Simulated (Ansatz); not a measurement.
A run of Ansatz 0.2.0 is set up as follows.

The input input.yaml:

```yaml
crystal:
  lattice:
    - [2.4719999032, 0.0, 0.0]
    - [-1.2359999516, 2.1408147143, 0.0]
    - [0.0, 0.0, 4.02114408]
  atoms:
    - { symbol: Co, position: [0.6666666667, 0.3333333333, 0.75], spin: 2.0 }
    - { symbol: Co, position: [0.3333333333, 0.6666666667, 0.25], spin: 2.0 }
kpoints:
  mp_grid: { grid: [12, 12, 7] }
scf:
  occupations: { method: gaussian, width: 0.013 }
hamiltonian:
  xc: pbe
  pseudopotentials: { kind: all_electron, lapw: { basis_error: 0.001 } }
magnetization:
  spin_polarized: true
output:
  forces: true
  stress: true
  eigenvalues: true
```

Potentials or basis: all-electron LAPW, scalar-relativistic.

Run with:

```sh
$ ansatz run input.yaml --threads 2 --pin off --max-ram 6144MiB --backend cpu --events-out ev --progress --plain --runs-dir out
```

Problem. Estimate the band gap on the k mesh.

Solution. None (metal or under the smearing width).

Problem. Estimate the site moments.

Solution. Co +1.66 μB.

Problem. Predict the absolute moment.

Solution. 3.53 μB per cell.

Stress tensor (GPa, compression positive):
```
5.79 0.00 0.00
0.00 5.79 0.00
0.00 0.00 2.31
```
